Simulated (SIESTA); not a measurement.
Runs of SIESTA 5.4.2 on Ge. It takes space group P6_3/mmc (No. 194, hexagonal). Conventional cell: a = 3.998 Å, b = 3.998 Å, c = 6.599 Å, α = 90.00°, β = 90.00°, γ = 120.00°. Around Ge (site symmetry 3m) lie 4 Ge at 2.45 to 2.47 Å. This isn't the form of Ge at room conditions, which is diamond.

| task | level | potentials or basis | pressure (GPa) | V0 of scaled cells (Å³/atom) | B0 (GPa) | largest force (eV/Å) |
| --- | --- | --- | --- | --- | --- | --- |
| band structure | LDA | PseudoDojo 0.4 standard (LDA files), DZP (energy shift 0.003 Ry; two zetas on semicore shells) | -0.9 | - | - | 0.02 |
| band structure | PBEsol | PseudoDojo 0.4 standard (PBEsol files), DZP (energy shift 0.003 Ry; two zetas on semicore shells) | 1.3 | - | - | (c) |
| equation of state | PBEsol | PseudoDojo 0.4 standard (PBEsol files), DZP (energy shift 0.003 Ry; two zetas on semicore shells) | - | (a) | 67 | - |
| band structure | BLYP | PseudoDojo 0.4 standard (PBE files), DZP (energy shift 0.003 Ry; two zetas on semicore shells) | (b) | - | - | 0.05 |
| equation of state | LDA | PseudoDojo 0.4 standard (LDA files), DZP (energy shift 0.003 Ry; two zetas on semicore shells) | - | 22.54 | 69 | - |

Alike in all rows: no spin polarisation; cell as given; k mesh 8 × 8 × 4; smearing fermi-dirac 0.05 eV; grid cutoff 800 Ry; energy shift 0.003 Ry.

Task: Fill in the values left out.

Result: (a) 23.24; (b) 7.3; (c) 0.03.

Caveats: the basis of atomic orbitals isn't converged, which shifts pressures, moduli and gaps; the cell was scaled at fixed shape and fractional positions, which overstates the stiffness of a crystal with free parameters, most of all of layers and chains (some runs); the potentials were made for another functional, which shifts forces and pressure (some runs).

Not every run made on this cell is shown here.
